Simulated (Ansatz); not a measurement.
# BN: the cost of one run

Method: DFT PBEsol, scalar-relativistic, plane waves, PAW, in Ansatz 0.2.0.

11 further runs of the same task are left out: 11 set aside as unsound or not needed.

## (1) Starting point

Symmetry: P6_3/mmc, No. 194, hexagonal system. The conventional cell has a = 2.504 Å, b = 2.504 Å, c = 7.034 Å, α = 90.00°, β = 90.00°, γ = 120.00°. B (site symmetry -6m2) is surrounded by 3 N at 1.45 Å. Around N (site symmetry -6m2) lie 3 B at 1.45 Å.

Structure file:

```
CELL_PARAMETERS angstrom
2.50378 0.00000 0.00000
-1.25189 2.16833 0.00000
0.00000 0.00000 7.03410
ATOMIC_POSITIONS crystal
B 0.33333 0.66667 0.25000
B 0.66667 0.33333 0.75000
N 0.33333 0.66667 0.75000
N 0.66667 0.33333 0.25000
```

It is the result of an earlier relaxation at this level (volume 9.55 Å³/atom; gap on the mesh: 4.27 eV).

## (2) What is varied

The energy is mapped over a normal mode and a strain (zone-centre modes of the cell shown) (x along [1 0 0], y along [1 2 0], z along [0 0 1] of the conventional cell).

The axes are (1) amplitude of mode 4 (33 cm⁻¹), largest displacement in the unstrained cell: 11 values from −0.434 Å; (2) strain +e along z and -e/2 along x and y: 7 values from −7.00 %.

Nothing else is relaxed (the pattern is fixed in fractional coordinates). Energies count from the relaxed high-symmetry cell. Points are written as (first, second).

The modes come from a phonon run on the reference cell, made beforehand.

The patterns, per unit of each coordinate (Å):

| atom | x1 | y1 | z1 |
| --- | --- | --- | --- |
| B1 | 1.000 | 0.000 | 0.000 |
| B2 | -1.000 | 0.000 | 0.000 |
| N3 | -1.000 | 0.000 | 0.000 |
| N4 | 1.000 | 0.000 | 0.000 |

## (3) The run at (−0.174 Å, −7.00 %)

The input, input.yaml:

```yaml
crystal:
  lattice:
    - [2.5914083758, 0.0, 0.0]
    - [-1.2957041879, 2.244225485, 0.0]
    - [0.0, 0.0, 6.5417103196]
  atoms:
    - { symbol: B, position: [0.2639980631, 0.6666666667, 0.25] }
    - { symbol: B, position: [0.7360019369, 0.3333333333, 0.75] }
    - { symbol: "N", position: [0.4026349378, 0.6666666667, 0.75] }
    - { symbol: "N", position: [0.5973650622, 0.3333333333, 0.25] }
basis:
  ecutwfc: 520.0
kpoints:
  mp_grid: { grid: [12, 12, 4] }
hamiltonian:
  xc: pbesol
  pseudopotentials: { kind: paw, azcp: { folder: soft_1 } }
scf:
  occupations: { method: gaussian, width: 0.05 }
output:
  forces: true
  stress: true
  eigenvalues: true
```

Run with:

```console
> ansatz run input.yaml --threads 1 --pin off --max-ram 2048MiB --backend cpu --events-out ev --progress --plain --runs-dir out
```

What time and memory should one allow on 1 thread of AMD EPYC 9R45 (Zen 5), shared host?

About 3.4 s, with a peak of 0.45 GiB.
